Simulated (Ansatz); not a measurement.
SnS2 in the CdI2-type structure, relaxed with r2SCAN+rVV10 in Ansatz. It is trigonal, P-3m1 (No. 164); conventional cell a = 3.661 Å, c = 5.962 Å, 23.06 Å³ an atom. Sn is surrounded by 6 S at 2.57 Å; S is surrounded by 3 Sn at 2.57 Å.

The axes x, y and z are those of this cell:
```xyz
3
Lattice="3.6608 0.0000 0.0000 -1.8304 3.1703 0.0000 0.0000 0.0000 5.9618" Properties=species:S:1:pos:R:3 pbc="T T T"
Sn    0.0000    0.0000    0.0000
S     0.0000    2.1135    1.4642
S     1.8304    1.0568    4.4976
```

Unstrained: PBE gives an indirect gap of 1.432 eV, from Γ–K (0.23 of the way from Γ) to k = (0, 0.464, 0.323); the least direct gap is 1.917 eV at k = (0, -1/2, 1/4). With r2SCAN the valence top lies at Γ–K (0.23 of the way from Γ) and the conduction bottom at k = (0, 0.464, 0.323), 1.750 eV higher; the smallest vertical gap, at k = (0, -1/2, 1/4), is 2.249 eV. With HSE06 the valence top lies at Γ–K (0.23 of the way from Γ) and the conduction bottom at k = (0, 0.464, 0.323), 2.315 eV higher; the smallest vertical gap, at k = (0, -1/2, 1/4), is 2.766 eV. With r2SCAN+SOC the valence top lies at Γ–K (0.23 of the way from Γ) and the conduction bottom at k = (0, 0.464, 0.323), 1.752 eV higher; the smallest vertical gap, at k = (0, -1/2, 1/4), is 2.250 eV. Meshes: PBE 12×12×4, r2SCAN 12×12×4, HSE06 6×6×4, r2SCAN+SOC 12×12×4. Strains are changes of length per length. After each strain the atoms were relaxed again with r2SCAN+rVV10 in this cell and within any symmetry left, so distortions that break it or need a larger cell weren't tested; points keep the names that they have in the unstrained zone. The values are computed, non-magnetic, and not measurements.

(1) Estimate what epitaxial +1.0 % in the xy plane, free normal strain -0.78 % does to the gap.

(2) Apply epitaxial +2.0 % in the xy plane, free normal strain -1.73 %. How far does the gap move, against the unstrained cell?

(3) For epitaxial -1.0 % in the xy plane, how far does the free direction move, and what happens to the gap?

(4) For epitaxial +4.0 % in the xy plane, how far does the free direction move, and what happens to the gap?

(5) Apply epitaxial -3.0 % in the xy plane, free normal strain +2.23 %. How far does the gap move, against the unstrained cell?

(6) Estimate what epitaxial -2.0 % in the xy plane, free normal strain +1.56 % does to the gap.

(7) For epitaxial +3.0 % in the xy plane, how far does the free direction move, and what happens to the gap?

(8) Estimate what epitaxial -4.0 % in the xy plane, free normal strain +2.84 % does to the gap.

(9) Order the strained cells by their r2SCAN+SOC gap, smallest first.
A. epitaxial -2.0 % in the xy plane
B. epitaxial -3.0 % in the xy plane
C. epitaxial +3.0 % in the xy plane
D. epitaxial +1.0 % in the xy plane
E. epitaxial +2.0 % in the xy plane
F. epitaxial -1.0 % in the xy plane
G. epitaxial -4.0 % in the xy plane

## Answers

(1) PBE: the gap goes from 1.432 to 1.323 eV (-0.109 eV); the edges go from Γ–K (0.23) → (0, 0.464, 0.323) to Γ → (0, 0.458, 0.312). r2SCAN: the gap goes from 1.750 to 1.629 eV (-0.122 eV); the edges go from Γ–K (0.23) → (0, 0.464, 0.323) to Γ → (0, 0.458, 0.312). HSE06: the gap goes from 2.315 to 2.210 eV (-0.105 eV); the edges go from Γ–K (0.23) → (0, 0.464, 0.323) to Γ → (0, 0.458, 0.312). r2SCAN+SOC: the gap goes from 1.752 to 1.628 eV (-0.123 eV); the edges go from Γ–K (0.23) → (0, 0.464, 0.323) to Γ → (0, 0.458, 0.312).

(2) PBE: the gap goes from 1.432 to 1.201 eV (-0.231 eV); the edges go from Γ–K (0.23) → (0, 0.464, 0.323) to Γ → (0, 0.453, 0.302). r2SCAN: the gap goes from 1.750 to 1.499 eV (-0.252 eV); the edges go from Γ–K (0.23) → (0, 0.464, 0.323) to Γ → (0, 0.453, 0.302). HSE06: the gap goes from 2.315 to 2.079 eV (-0.236 eV); the edges go from Γ–K (0.23) → (0, 0.464, 0.323) to Γ → (0, 0.453, 0.302). r2SCAN+SOC: the gap goes from 1.752 to 1.499 eV (-0.252 eV); the edges go from Γ–K (0.23) → (0, 0.464, 0.323) to Γ → (0, 0.453, 0.302).

(3) The normal strain at zero normal stress is +0.84 %, 0.84 of the in-plane strain with the sign turned. PBE: the gap goes from 1.432 to 1.494 eV (+0.062 eV); the edges go from Γ–K (0.23) → (0, 0.464, 0.323) to (0, 0.154, -0.135) → (0, 0.466, 0.336). r2SCAN: the gap goes from 1.750 to 1.823 eV (+0.073 eV); the edges go from Γ–K (0.23) → (0, 0.464, 0.323) to (0, 0.154, -0.135) → (0, 0.466, 0.336). HSE06: the gap goes from 2.315 to 2.318 eV (+0.002 eV); the edges go from Γ–K (0.23) → (0, 0.464, 0.323) to (0, 0.154, -0.135) → (0, 0.466, 0.336). r2SCAN+SOC: the gap goes from 1.752 to 1.823 eV (+0.071 eV); the edges go from Γ–K (0.23) → (0, 0.464, 0.323) to (0, 0.154, -0.135) → (0, 0.466, 0.336).

(4) The normal strain at zero normal stress is -3.59 %, 0.90 of the in-plane strain with the sign turned. PBE: the gap goes from 1.432 to 0.914 eV (-0.518 eV); it turns from indirect (Γ–K (0.23) → (0, 0.464, 0.323)) to direct (Γ). HSE06: the gap goes from 2.315 to 1.786 eV (-0.529 eV).

(5) PBE: the gap goes from 1.432 to 1.407 eV (-0.025 eV); the edges go from Γ–K (0.23) → (0, 0.464, 0.323) to (0, 0.130, -0.161) → (0, 0.474, 0.362). r2SCAN: the gap goes from 1.750 to 1.741 eV (-0.009 eV); the edges go from Γ–K (0.23) → (0, 0.464, 0.323) to (0, 0.130, -0.161) → (0, 0.474, 0.362). HSE06: the gap goes from 2.315 to 2.237 eV (-0.078 eV); the edges go from Γ–K (0.23) → (0, 0.464, 0.323) to (0, 0.130, -0.161) → (0, 0.474, 0.362). r2SCAN+SOC: the gap goes from 1.752 to 1.744 eV (-0.008 eV); the edges go from Γ–K (0.23) → (0, 0.464, 0.323) to (0, 0.130, -0.161) → (0, 0.474, 0.362).

(6) PBE: the gap goes from 1.432 to 1.454 eV (+0.022 eV); the edges go from Γ–K (0.23) → (0, 0.464, 0.323) to (0.141, 0, 0.148) → (0, 0.471, 0.349). r2SCAN: the gap goes from 1.750 to 1.787 eV (+0.037 eV); the edges go from Γ–K (0.23) → (0, 0.464, 0.323) to (0.141, 0, 0.148) → (0, 0.471, 0.349). HSE06: the gap goes from 2.315 to 2.282 eV (-0.033 eV); the edges go from Γ–K (0.23) → (0, 0.464, 0.323) to (0.141, 0, 0.148) → (0, 0.471, 0.349). r2SCAN+SOC: the gap goes from 1.752 to 1.789 eV (+0.037 eV); the edges go from Γ–K (0.23) → (0, 0.464, 0.323) to (0.141, 0, 0.148) → (0, 0.471, 0.349).

(7) The normal strain at zero normal stress is -2.57 %, 0.86 of the in-plane strain with the sign turned. PBE: the gap goes from 1.432 to 1.091 eV (-0.341 eV); the edges go from Γ–K (0.23) → (0, 0.464, 0.323) to Γ → (0, 0.451, 0.292). r2SCAN: the gap goes from 1.750 to 1.381 eV (-0.369 eV); the edges go from Γ–K (0.23) → (0, 0.464, 0.323) to Γ → (0, 0.451, 0.292). HSE06: the gap goes from 2.315 to 1.961 eV (-0.354 eV); the edges go from Γ–K (0.23) → (0, 0.464, 0.323) to Γ → (0, 0.451, 0.292). r2SCAN+SOC: the gap goes from 1.752 to 1.382 eV (-0.369 eV); the edges go from Γ–K (0.23) → (0, 0.464, 0.323) to Γ → (0, 0.451, 0.292).

(8) PBE: the gap goes from 1.432 to 1.350 eV (-0.082 eV); the edges go from Γ–K (0.23) → (0, 0.464, 0.323) to (0, 0.117, -0.180) → (0, 0.477, 3/8). r2SCAN: the gap goes from 1.750 to 1.687 eV (-0.063 eV); the edges go from Γ–K (0.23) → (0, 0.464, 0.323) to (0, 0.117, -0.180) → (0, 0.477, 3/8). HSE06: the gap goes from 2.315 to 2.183 eV (-0.132 eV); the edges go from Γ–K (0.23) → (0, 0.464, 0.323) to (0, 0.117, -0.180) → (0, 0.477, 3/8). r2SCAN+SOC: the gap goes from 1.752 to 1.689 eV (-0.062 eV); the edges go from Γ–K (0.23) → (0, 0.464, 0.323) to (0, 0.117, -0.180) → (0, 0.477, 3/8).

(9) C (1.38 eV), E (1.50 eV), D (1.63 eV), G (1.69 eV), B (1.74 eV), A (1.79 eV), F (1.82 eV).

Only the levels marked +SOC include spin-orbit coupling.

Where an edge lies off the special points, it is a point of the mesh or the k point where a search put PBE's edge or least direct gap, reused for the other functionals, whose own edges may lie a little apart.

Coordinates of k points refer to the reciprocal vectors of the primitive cell of the runs.

The meshes of the hybrids are coarse, so their gaps aren't converged to the digits shown.
